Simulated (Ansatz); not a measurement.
# TiO2: response to strain

Aim: deform TiO2 (zz strain of +1 %) and compute stress, forces and field gradients with LAPW, PAW and all-electron datasets made for the crystal.

Program: Ansatz 0.2.0. Level of theory: DFT PBE, scalar-relativistic. These are calculated values, not measurements.

**1. The system as given**

It takes space group P4_2/mnm (No. 136, tetragonal). The conventional cell has a = 4.594 Å, b = 4.594 Å, c = 2.959 Å, α = 90.00°, β = 90.00°, γ = 90.00°. Around Ti (site symmetry mmm) lie 6 O at 1.94 to 1.99 Å. O (site symmetry m2m) is surrounded by 3 Ti at 1.94 to 1.99 Å.

Structure file:

```
Ti O
1.0
     4.59400    0.00000    0.00000
     0.00000    4.59400    0.00000
     0.00000    0.00000    2.95900
Ti O
2 4
Direct
  0.00000 0.00000 0.00000
  0.50000 0.50000 0.50000
  0.30600 0.30600 0.00000
  0.19400 0.80600 0.50000
  0.69400 0.69400 0.00000
  0.80600 0.19400 0.50000
```

Atoms are numbered in the order of the input: Ti1, Ti2, O3, O4, O5, O6.

**2. The deformed structure**

Space group P4_2/mnm before, P4_2/mnm after.

**3. All-electron LAPW**

input.yaml

```yaml
crystal:
  lattice:
    - [4.594, 0.0, 0.0]
    - [0.0, 4.594, 0.0]
    - [0.0, 0.0, 2.98859]
  atoms:
    - { symbol: Ti, position: [0.0, 0.0, 0.0] }
    - { symbol: Ti, position: [0.5, 0.5, 0.5] }
    - { symbol: O, position: [0.306, 0.306, 0.0] }
    - { symbol: O, position: [0.194, 0.806, 0.5] }
    - { symbol: O, position: [0.694, 0.694, 0.0] }
    - { symbol: O, position: [0.806, 0.194, 0.5] }
kpoints:
  mp_grid: { grid: [7, 7, 10] }
  band_path:
    path:
      - [0.0, 0.0, 0.0]
      - [0.0, 0.5, 0.0]
      - [0.5, 0.5, 0.0]
      - [0.0, 0.0, 0.0]
      - [0.0, 0.0, 0.5]
      - [0.0, 0.5, 0.5]
      - [0.5, 0.5, 0.5]
      - [0.0, 0.0, 0.5]
      - [0.0, 0.5, 0.0]
    npoints: 5
scf:
  occupations: { method: fermi_dirac, width: 0.05 }
hamiltonian:
  xc: pbe
  pseudopotentials: { kind: all_electron, lapw: { basis_error: 0.0005 } }
output:
  forces: true
  stress: true
  eigenvalues: true
```

Started as:

```sh
$ ansatz run input.yaml --threads 2 --pin off --max-ram 6144MiB --backend cpu --events-out ev --progress --plain --runs-dir out
```

Log, shortened:

```text
LAPW: plane waves up to 10.739 Å⁻¹, error target 5.0e-4 eV per atom; small_component_spin mean_spin; O in spheres of 0.911 Å, 8 of its electrons in bands, Dirac shells []; Ti in spheres of 1.044 Å, 20 of its electrons in bands, Dirac shells []
[...]
Pseudopotentials: kind: all_electron
Pseudopotential: Ti, LAPW, valence charge 20, Koelling and Harmon's equation, gaussian nucleus
Pseudopotential: O, LAPW, valence charge 8, Koelling and Harmon's equation, gaussian nucleus
Functional definition: PBE
[...]
Crystal: 6 atoms, lattice volume = 63.074 Å³
Basis set: ecut = 439.3934123322331 eV, 1315 PW (Γ), exchange–correlation at level 2
Bands: 44, of which v1, the nominal top of the filled ones, is band 36 counted from 1 (35 counted from 0)
Symmetry: 16 space group operations
Space group: P42/mnm (ITA 136), of the structure as read, at distance tolerance 4.0e-5 Å
k-points: 60 of 490
[...]
SCF iter   1: F=—  HF=-54678.024431 eV  |F-HF|=—  |Δ(HF+E_count)|=         —  Δρ=1.72e-1  dr2=1.98e1  ethr=2.76e-2  ⟨swp⟩=2.0  Hψ=16934  notcnv=0
[...]
the basis was enlarged: its passes take 644.7 KiB over the memory plan, 2 of 2 planned eigensolver slots
[...]
SCF iter  12: F=-54668.388993 eV  HF=-54668.388993 eV  |F-HF|=1.59e-8  |Δ(HF+E_count)|=   8.11e-8  Δρ=4.06e-6  dr2=8.76e-9  ethr=5.28e-10  ⟨swp⟩=2.0  Hψ=8100  notcnv=0
[...]
NSCF: frozen V_eff on 41 k-points
SCF converged after 12 iterations
Free energy (F): -54668.388993 eV
[...]
E sigma→0 (E₀):  -54668.388993 eV
Fermi energy:    10.179075 eV
[...]
--- Forces (eV/Å), atoms counted from 1 ---
  atom   1  Ti    -0.00000000    -0.00000000     0.00000000
  atom   2  Ti    -0.00000000     0.00000000     0.00000000
  atom   3  O     -0.12380129    -0.12380129     0.00000000
  atom   4  O      0.12380129    -0.12380129     0.00000000
  atom   5  O      0.12380129     0.12380129     0.00000000
  atom   6  O     -0.12380129     0.12380129     0.00000000
[...]
--- Stress (GPa, compression-positive) ---
        3.898099       0.000000       0.000000
        0.000000       3.898099       0.000000
        0.000000       0.000000      -0.182254
  P = ⅓ Tr σ = 2.5380 GPa (25.380 kbar)
--- Band table (eV; the first three rows and the last of 60) ---
[...]
```

Wall time 62 s (2 threads of Arm Neoverse V2, shared host); peak memory 0.81 GiB.

Result: pressure 2.54 GPa; gap 1.88 eV, direct at Γ; largest force 0.175 eV/Å.

**4. Frozen-core PAW**

input.yaml

```yaml
crystal:
  lattice:
    - [4.594, 0.0, 0.0]
    - [0.0, 4.594, 0.0]
    - [0.0, 0.0, 2.98859]
  atoms:
    - { symbol: Ti, position: [0.0, 0.0, 0.0] }
    - { symbol: Ti, position: [0.5, 0.5, 0.5] }
    - { symbol: O, position: [0.306, 0.306, 0.0] }
    - { symbol: O, position: [0.194, 0.806, 0.5] }
    - { symbol: O, position: [0.694, 0.694, 0.0] }
    - { symbol: O, position: [0.806, 0.194, 0.5] }
kpoints:
  mp_grid: { grid: [7, 7, 10] }
scf:
  occupations: { method: fermi_dirac, width: 0.05 }
hamiltonian:
  xc: pbe
  pseudopotentials: { kind: paw }
output:
  forces: true
  stress: true
  eigenvalues: true
  efg: { contact_densities: true }
```

Started as:

```sh
$ ansatz run input.yaml --threads 2 --pin off --max-ram 6144MiB --backend cpu --events-out ev --progress --plain --runs-dir out
```

Log:

```text
Engine: ansatz 0.2.0
Pseudopotentials: kind: paw
Pseudopotential: Ti, paw, valence charge 12, recommended cutoff 420 eV (normal)
Pseudopotential: O, paw, valence charge 6, recommended cutoff 420 eV (normal)
[... 1 set-up line as earlier in the session ...]
  parameter kappa = 0.804
  parameter beta = 0.06672455060314922
  exchange = pbe_x(kappa = kappa, mu = beta*pi^2/3)
  correlation = pbe_c(beta = beta)
Crystal: 6 atoms, lattice volume = 63.074 Å³
Basis set: ecut = 420 eV, 1217 PW (Γ), exchange–correlation on 64×64×40 points (8 copies of the dense FFT grid, shifted against one another)
Bands: 30, of which v1, the nominal top of the filled ones, is band 24 counted from 1 (23 counted from 0)
[... 2 set-up lines as earlier in the session ...]
k-points: 60 of 490
Non-local potential: Ti, projectors of the file, l = 0: 3, l = 1: 2, l = 2: 3, l = 3: 1
Non-local potential: O, projectors of the file, l = 0: 2, l = 1: 2, l = 2: 1
PAW form: soft (Blöchl's): semilocal exchange-correlation on the pseudo side does not see the compensation charge
PAW one-centre angular grid: Ti, 590 points (default); XC on 64 Gauss nodes
PAW one-centre angular grid: O, 110 points (default); XC on 64 Gauss nodes
Initial density: superposition of atomic densities (neutral atoms: chi_scale 0, normalization atom), corrected by the library's trained network
Initial wavefunctions: pseudopotential atomic-orbital guess
Functional: x = pbe(κ = 0.804, μ = 0.2195149727645171), c = pbe(β = 0.06672455060314922)
SCF iter   1: F=—  HF=-7277.285227 eV  |F-HF|=—  |Δ(HF+E_count)|=         —  Δρ=2.04e-3  dr2=1.37e-3  ethr=1.77e-3  ⟨swp⟩=4.9  Hψ=7190  notcnv=0
preconditioner: auto → Resta (q_TF=auto, 2.607 Å⁻¹)  ε∞=9.0  [insulator: Δε(μ)=1.873 eV  Ē_g=9.347 eV  σ=0.050 eV  W_gap=1.00  n_scr=18 (ndim 8)  ℏωp=26.4 eV  f_vac=0.018  D(μ)=0.00/eV (n_scr^D=0)  ε∞_Penn≈9.0]
SCF iter   2: F=—  HF=-7277.286012 eV  |F-HF|=—  |Δ(HF+E_count)|=   7.85e-4  Δρ=1.22e-3  dr2=4.43e-4  ethr=2.85e-6  ⟨swp⟩=2.7  Hψ=3558  notcnv=0
SCF iter   3: F=—  HF=-7277.286311 eV  |F-HF|=—  |Δ(HF+E_count)|=   2.99e-4  Δρ=6.22e-4  dr2=1.50e-4  ethr=9.23e-7  ⟨swp⟩=2.2  Hψ=2732  notcnv=0
SCF iter   4: F=—  HF=-7277.286439 eV  |F-HF|=—  |Δ(HF+E_count)|=   1.29e-4  Δρ=1.05e-4  dr2=6.09e-6  ethr=3.13e-7  ⟨swp⟩=2.1  Hψ=2581  notcnv=0
SCF iter   5: F=—  HF=-7277.286443 eV  |F-HF|=—  |Δ(HF+E_count)|=   3.19e-6  Δρ=3.22e-5  dr2=5.75e-7  ethr=1.27e-8  ⟨swp⟩=2.1  Hψ=2753  notcnv=0
SCF iter   6: F=-7277.286443 eV  HF=-7277.286443 eV  |F-HF|=7.55e-8  |Δ(HF+E_count)|=   1.26e-7  Δρ=1.18e-5  dr2=8.13e-8  ethr=2.08e-10  ⟨swp⟩=6.8  Hψ=7251  notcnv=0
SCF 1 converged in 6 iterations: F = -7277.286443 eV  dr2 = 8.13e-8
SCF converged after 6 iterations
Free energy (F): -7277.286443 eV
Harris-Foulkes:  -7277.286443 eV  (|F-HF|=7.55e-8)
Internal energy: -7277.286443 eV  (E = F + TS)
E sigma→0 (E₀):  -7277.286443 eV
Fermi energy:    9.912224 eV
--- Per-component energies (eV) ---
  E_band       = -397.396024
  E_kinetic    = 1245.732593
  E_local      = -3098.550613  (includes V_loc(G=0)·N_el)
  E_nonlocal   = 196.325117
  E_hartree    = 1179.060970
  E_xc         = -492.523785
  E_vxc        = -623.753969  (∫ρ·V_xc dr)
  E_paw        = -2721.692592  (= ΣΔE_a)
  E_vpaw       = -475.277507  (= ΣTr[D̂ρ^β])
  E_aug_tail   = 0.010105  (compensation charges beyond the density's cutoff)
  E_ewald      = -3585.648237
  E_smearing   = -0.000000  (= −TS)
  E_closure    = 0.000000  (closes the sum)
  Σ components = -7277.286443   (vs F -7277.286443, Δ=0.00e0)
--- Forces (eV/Å), atoms counted from 1 ---
  atom   1  Ti     0.00000000    -0.00000000     0.00000000
  atom   2  Ti     0.00000000     0.00000000     0.00000000
  atom   3  O     -0.12379211    -0.12379211     0.00000000
  atom   4  O      0.12379211    -0.12379211     0.00000000
  atom   5  O      0.12379211     0.12379211     0.00000000
  atom   6  O     -0.12379211     0.12379211     0.00000000
  max |Σ_I F_I| component: 2.78e-17 eV/Å
--- Stress (GPa, compression-positive) ---
        3.891873       0.000000       0.000000
        0.000000       3.891873       0.000000
        0.000000       0.000000      -0.176881
  P = ⅓ Tr σ = 2.5356 GPa (25.356 kbar)
--- PAW observables at the nuclei: V_zz in 10²¹ V/m², potentials from the cell's mean, atoms counted from 1 ---
  atom   1  Ti V_zz =    -2.460335   η = 0.0446   by run symmetry: allowed
            electrostatic potential = -2526.877740 V   contact ρ = 56791.901748 e/Å³
  atom   2  Ti V_zz =    -2.460335   η = 0.0446   by run symmetry: allowed
            electrostatic potential = -2526.877740 V   contact ρ = 56791.901748 e/Å³
  atom   3  O  V_zz =    -2.328373   η = 0.9706   by run symmetry: allowed
            electrostatic potential = -624.619502 V   contact ρ = 2157.470379 e/Å³
  atom   4  O  V_zz =    -2.328373   η = 0.9706   by run symmetry: allowed
            electrostatic potential = -624.619502 V   contact ρ = 2157.470379 e/Å³
  atom   5  O  V_zz =    -2.328373   η = 0.9706   by run symmetry: allowed
            electrostatic potential = -624.619502 V   contact ρ = 2157.470379 e/Å³
  atom   6  O  V_zz =    -2.328373   η = 0.9706   by run symmetry: allowed
            electrostatic potential = -624.619502 V   contact ρ = 2157.470379 e/Å³
--- Band table (eV; the first three rows and the last of 60) ---
  k-point 0: bands = ["-47.9046", "-47.8881", "-24.2150", "-24.2150", "-24.0535", "-24.0535", "-24.0227", "-23.9883", "-9.1717", "-8.0181", "-7.2743", "-7.2743", "3.2758", "3.6919", "4.1667", "5.1525", "5.1525", "6.4993", "6.4993", "6.9724", "8.2700", "8.5760", "8.5760", "8.9981", "10.8883", "11.2280", "11.3749", "11.4520", "11.4520", "13.3143"]
  k-point 1: bands = ["-47.9007", "-47.8850", "-24.2045", "-24.2045", "-24.0628", "-24.0520", "-24.0520", "-24.0307", "-9.0695", "-7.9604", "-7.3232", "-7.3232", "3.4172", "3.7985", "4.2791", "5.0576", "5.0576", "6.6806", "6.6928", "6.6928", "7.8607", "8.3741", "8.3741", "8.9486", "11.1292", "11.3098", "11.3114", "11.5897", "11.5897", "13.4200"]
  k-point 2: bands = ["-47.8905", "-47.8772", "-24.1761", "-24.1761", "-24.1664", "-24.1403", "-24.0488", "-24.0488", "-8.7902", "-7.8184", "-7.4504", "-7.4504", "3.8037", "4.0807", "4.6106", "4.9474", "4.9474", "6.0245", "7.0097", "7.0620", "7.0620", "7.8699", "7.8699", "8.7334", "11.2105", "11.4630", "11.5748", "11.9176", "11.9176", "13.1886"]
  k-point 59: bands = ["-47.8600", "-47.8600", "-24.4244", "-24.4227", "-24.0763", "-24.0741", "-24.0683", "-24.0680", "-7.9342", "-7.8671", "-7.6313", "-7.5618", "4.1607", "4.3513", "4.5015", "4.6358", "5.4474", "5.5830", "6.3651", "6.3718", "7.6869", "7.7290", "8.2518", "8.3149", "11.3637", "11.5758", "12.0892", "12.0897", "12.2056", "12.4189"]
```

Run time: 3.1 s. Hardware: 2 threads of Arm Neoverse V2, shared host; peak memory 0.4 GiB.

In short: pressure 2.54 GPa; gap on the k mesh 1.89 eV; largest force 0.175 eV/Å; Vzz Ti1 -2.46 (η = 0.04), O3 -2.33 (η = 0.97) (10²¹ V/m²).

**5. Datasets made for this crystal**

Edit input.yaml of step 4 so:

```diff
@@ -18,3 +18,3 @@
   xc: pbe
-  pseudopotentials: { kind: paw }
+  pseudopotentials: { kind: all_electron, datasets: crystal }
 output:
```

Started as:

```sh
$ ansatz run input.yaml --threads 2 --pin off --max-ram 6144MiB --backend cpu --events-out ev --progress --plain --runs-dir out
```

Log:

```text
hamiltonian.pseudopotentials.datasets: crystal makes datasets for this crystal and solves the spheres of its atoms anew in each pass: cutoff 460.0 eV, the density's 1840.0 eV; for an error of 0.50 meV an atom under PBE, 3.0 meV for the cell; an energy difference from a run of another recipe may be off by several times the error for the cell, under r2SCAN by more, where some 0.1 meV an atom stays at smaller errors; O in spheres of 0.910 Å, 6 of its electrons in bands; Ti in spheres of 1.042 Å, 12 of its electrons in bands
[... 2 set-up lines as earlier in the session ...]
Pseudopotential: Ti, paw, valence charge 12, recommended cutoff 460 eV (normal), Koelling and Harmon's equation, gaussian nucleus
Pseudopotential: O, paw, valence charge 6, recommended cutoff 460 eV (normal), Koelling and Harmon's equation, gaussian nucleus
[... 5 set-up lines as earlier in the session ...]
Crystal: 6 atoms, lattice volume = 63.074 Å³
Basis set: ecut = 460 eV, 1431 PW (Γ), exchange–correlation on 72×72×48 points (8 copies of the dense FFT grid, shifted against one another)
Bands: 30, of which v1, the nominal top of the filled ones, is band 24 counted from 1 (23 counted from 0)
[... 2 set-up lines as earlier in the session ...]
k-points: 60 of 490
Non-local potential: Ti, projectors of the file, l = 0: 2, l = 1: 2, l = 2: 2
Non-local potential: O, projectors of the file, l = 0: 1, l = 1: 2
[... 1 set-up line as earlier in the session ...]
PAW one-centre angular grid: Ti, 590 points (default); XC on its mesh's 1859 points in the sphere
PAW one-centre angular grid: O, 110 points (default); XC on its mesh's 1913 points in the sphere
Initial density: superposition of atomic densities (neutral atoms: chi_scale 0, normalization atom)
[... 2 set-up lines as earlier in the session ...]
iter 1 solved again at ethr=8.53e-2 eV; its pass at ethr=1.00e-1 eV (dr2=4.10e1 eV) is discarded
SCF iter   1: F=—  HF=-54677.890191 eV  |F-HF|=—  |Δ(HF+E_count)|=         —  Δρ=2.57e-1  dr2=4.08e1  ethr=8.53e-2  ⟨swp⟩=2.0  Hψ=8386  notcnv=0
preconditioner: auto → Resta (q_TF=auto, 2.607 Å⁻¹)  ε∞=3.6  [insulator: Δε(μ)=6.163 eV  Ē_g=19.083 eV  σ=0.050 eV  W_gap=1.00  n_scr=18 (ndim 8)  ℏωp=31.0 eV  f_vac=0.000  D(μ)=0.00/eV (n_scr^D=0)  ε∞_Penn≈3.6]
SCF iter   2: F=—  HF=-54669.232406 eV  |F-HF|=—  |Δ(HF+E_count)|=    8.66e0  Δρ=1.19e-1  dr2=5.39e0  ethr=8.51e-2  ⟨swp⟩=4.0  Hψ=5025  notcnv=0
SCF iter   3: F=—  HF=-54668.466652 eV  |F-HF|=—  |Δ(HF+E_count)|=   7.66e-1  Δρ=3.86e-2  dr2=8.97e-1  ethr=1.12e-2  ⟨swp⟩=3.7  Hψ=4438  notcnv=0
SCF iter   4: F=—  HF=-54668.647547 eV  |F-HF|=—  |Δ(HF+E_count)|=   1.81e-1  Δρ=5.19e-2  dr2=1.75e0  ethr=1.87e-3  ⟨swp⟩=4.0  Hψ=5495  notcnv=0  defer=2
SCF iter   5: F=—  HF=-54668.481108 eV  |F-HF|=—  |Δ(HF+E_count)|=   1.66e-1  Δρ=3.25e-2  dr2=7.13e-1  ethr=1.87e-3  ⟨swp⟩=2.0  Hψ=3601  notcnv=0
iter 6 solved again at ethr=4.00e-6 eV; its pass at ethr=1.49e-3 eV (dr2=1.92e-3 eV) is discarded
SCF iter   6: F=—  HF=-54668.389666 eV  |F-HF|=—  |Δ(HF+E_count)|=   9.14e-2  Δρ=2.34e-3  dr2=1.99e-3  ethr=4.00e-6  ⟨swp⟩=3.0  Hψ=9155  notcnv=0
SCF iter   7: F=—  HF=-54668.389731 eV  |F-HF|=—  |Δ(HF+E_count)|=   6.50e-5  Δρ=1.82e-3  dr2=2.26e-3  ethr=4.00e-6  ⟨swp⟩=3.2  Hψ=4220  notcnv=0
SCF iter   8: F=—  HF=-54668.389428 eV  |F-HF|=—  |Δ(HF+E_count)|=   3.03e-4  Δρ=2.34e-4  dr2=4.35e-5  ethr=4.00e-6  ⟨swp⟩=3.0  Hψ=3438  notcnv=0
SCF iter   9: F=—  HF=-54668.389439 eV  |F-HF|=—  |Δ(HF+E_count)|=   1.13e-5  Δρ=1.30e-4  dr2=9.48e-6  ethr=9.06e-8  ⟨swp⟩=4.0  Hψ=5151  notcnv=0
SCF iter  10: F=-54668.389439 eV  HF=-54668.389439 eV  |F-HF|=6.23e-8  |Δ(HF+E_count)|=   5.21e-7  Δρ=1.22e-5  dr2=8.38e-8  ethr=1.97e-8  ⟨swp⟩=3.0  Hψ=3503  notcnv=0
SCF 1 converged in 10 iterations: F = -54668.389437 eV  dr2 = 8.38e-8
  Residual-converged pass: ⟨swp⟩=5.1  Hψ=6601  notcnv=0  max |occ|·‖R‖ = 6.7e-6 eV (tolerance 6.7e-6 eV)  dr2=7.17e-8  dr2_onsite=1.34e-8  max |Δocc| = 1.2e-12
SCF converged after 10 iterations
Free energy (F): -54668.389437 eV
Harris-Foulkes:  -54668.389437 eV  (|F-HF|=6.23e-8)
Internal energy: -54668.389437 eV  (E = F + TS)
E sigma→0 (E₀):  -54668.389437 eV
Past the cutoff: the bands carry plane waves up to 1.75 times it, of which those up to 1.5 times it add -0.000220 eV an atom, each by itself; the spheres take 0.000124 eV an atom off the energy for waves past 1.75 times it
By the cutoff:   a pressure is off by up to 0.006 GPa (1.2 times the spheres' own share and the shells' term, over an atom's volume, and 0.004 GPa: a bound that held against runs at twice the plane waves)
Past the cutoffs: a stress includes 0.0022 GPa for waves and charges beyond them, in addition to the slope of what the spheres take
In the spheres:  the bands' charges fall short by 2.3e-7 e at most (sound up to 1e-3)
Fermi energy:    10.178933 eV
--- Per-component energies (eV) ---
  The terms above E_closure are by the made datasets' own strengths, without shells solved beside the bands.
--- Forces (eV/Å), atoms counted from 1 ---
  atom   1  Ti    -0.00000000    -0.00000000     0.00000000
  atom   2  Ti     0.00000000     0.00000000     0.00000000
  atom   3  O     -0.12394980    -0.12394980     0.00000000
  atom   4  O      0.12394980    -0.12394980     0.00000000
  atom   5  O      0.12394980     0.12394980     0.00000000
  atom   6  O     -0.12394980     0.12394980     0.00000000
  max |Σ_I F_I| component: 2.78e-17 eV/Å
--- Stress (GPa, compression-positive) ---
        3.902471       0.000000       0.000000
        0.000000       3.902471       0.000000
        0.000000       0.000000      -0.175624
  P = ⅓ Tr σ = 2.5431 GPa (25.431 kbar)
--- PAW observables at the nuclei: V_zz in 10²¹ V/m², potentials from the cell's mean, atoms counted from 1 ---
  atom   1  Ti V_zz =    -2.327114   η = 0.0640   by run symmetry: allowed
            electrostatic potential = -2526.624151 V   contact ρ = 56839.369122 e/Å³
  atom   2  Ti V_zz =    -2.327114   η = 0.0640   by run symmetry: allowed
            electrostatic potential = -2526.624151 V   contact ρ = 56839.369122 e/Å³
  atom   3  O  V_zz =    -2.228542   η = 0.9940   by run symmetry: allowed
            electrostatic potential = -624.638193 V   contact ρ = 2158.001644 e/Å³
  atom   4  O  V_zz =    -2.228542   η = 0.9940   by run symmetry: allowed
            electrostatic potential = -624.638193 V   contact ρ = 2158.001644 e/Å³
  atom   5  O  V_zz =    -2.228542   η = 0.9940   by run symmetry: allowed
            electrostatic potential = -624.638193 V   contact ρ = 2158.001644 e/Å³
  atom   6  O  V_zz =    -2.228542   η = 0.9940   by run symmetry: allowed
            electrostatic potential = -624.638193 V   contact ρ = 2158.001644 e/Å³
--- Band table (eV; the first three rows and the last of 60) ---
  k-point 0: bands = ["-47.6401", "-47.6235", "-23.9540", "-23.9540", "-23.7930", "-23.7930", "-23.7592", "-23.7256", "-8.9013", "-7.7508", "-7.0074", "-7.0074", "3.5423", "3.9604", "4.4334", "5.4206", "5.4206", "6.7658", "6.7658", "7.2393", "8.5371", "8.8432", "8.8432", "9.2679", "11.1515", "11.4920", "11.6400"]
  k-point 1: bands = ["-47.6362", "-47.6205", "-23.9435", "-23.9435", "-23.7992", "-23.7915", "-23.7915", "-23.7679", "-8.7993", "-7.6931", "-7.0562", "-7.0562", "3.6836", "4.0671", "4.5457", "5.3256", "5.3256", "6.9470", "6.9595", "6.9595", "8.1278", "8.6415", "8.6415", "9.2183", "11.3930", "11.5748", "11.5760"]
  k-point 2: bands = ["-47.6261", "-47.6127", "-23.9152", "-23.9152", "-23.9026", "-23.8772", "-23.7883", "-23.7883", "-8.5205", "-7.5513", "-7.1833", "-7.1833", "4.0701", "4.3492", "4.8771", "5.2150", "5.2150", "6.2909", "7.2766", "7.3292", "7.3292", "8.1373", "8.1373", "9.0027", "11.4752", "11.7289", "11.8398"]
  k-point 59: bands = ["-47.5956", "-47.5956", "-24.1605", "-24.1588", "-23.8157", "-23.8135", "-23.8078", "-23.8076", "-7.6668", "-7.5998", "-7.3638", "-7.2945", "4.4274", "4.6177", "4.7685", "4.9028", "5.7154", "5.8508", "6.6333", "6.6398", "7.9548", "7.9970", "8.5200", "8.5831", "11.6281", "11.8403", "12.3591"]
```

It took 16 s on 2 threads of Arm Neoverse V2, shared host; peak memory 0.8 GiB.

In short: pressure 2.54 GPa; gap on the k mesh 1.88 eV; largest force 0.175 eV/Å; Vzz Ti1 -2.33 (η = 0.06), O3 -2.23 (η = 0.99) (10²¹ V/m²).

**6. Stress and forces compared**

Stress (GPa, compression positive):

```csv
method,xx,yy,zz,yz,xz,xy
LAPW,3.90,3.90,-0.18,0.00,0.00,0.00
PAW,3.89,3.89,-0.18,0.00,0.00,0.00
crystal datasets,3.90,3.90,-0.18,0.00,0.00,0.00
```

Forces (eV/Å):

```csv
atom,LAPW x,LAPW y,LAPW z,PAW x,PAW y,PAW z,crystal datasets x,crystal datasets y,crystal datasets z
Ti1,0.000,0.000,0.000,0.000,0.000,0.000,0.000,0.000,0.000
Ti2,0.000,0.000,0.000,0.000,0.000,0.000,0.000,0.000,0.000
O3,-0.124,-0.124,0.000,-0.124,-0.124,0.000,-0.124,-0.124,0.000
O4,0.124,-0.124,0.000,0.124,-0.124,0.000,0.124,-0.124,0.000
O5,0.124,0.124,0.000,0.124,0.124,0.000,0.124,0.124,0.000
O6,-0.124,0.124,0.000,-0.124,0.124,0.000,-0.124,0.124,0.000
```

| method | pressure (GPa) | gap on the k mesh (eV) | largest force (eV/Å) | Vzz Ti1 (10²¹ V/m²) | Vzz O3 (10²¹ V/m²) | SCF cycles, all passes |
| --- | --- | --- | --- | --- | --- | --- |
| LAPW | 2.54 | 1.88 | 0.175 | – | – | 12 |
| PAW | 2.54 | 1.89 | 0.175 | -2.46 | -2.33 | 6 |
| crystal datasets | 2.54 | 1.88 | 0.175 | -2.33 | -2.23 | 10 |

**7. Summary of results**

| quantity | value |
| --- | --- |
| pressure | LAPW 2.54, PAW 2.54, crystal datasets 2.54 GPa |
| largest shear or deviatoric stress (LAPW) | 2.72 GPa |

The largest part of the stress beyond the pressure is 2.72 GPa in size, in the zz component; the atoms are carried along and not relaxed. No run of the undeformed cell stands beside it, so the pressure holds what the given cell had before the change. PAW: stress within 0.01 GPa of LAPW, forces within 1 meV/Å. Crystal datasets: stress within 0.01 GPa of LAPW, forces within 1 meV/Å.
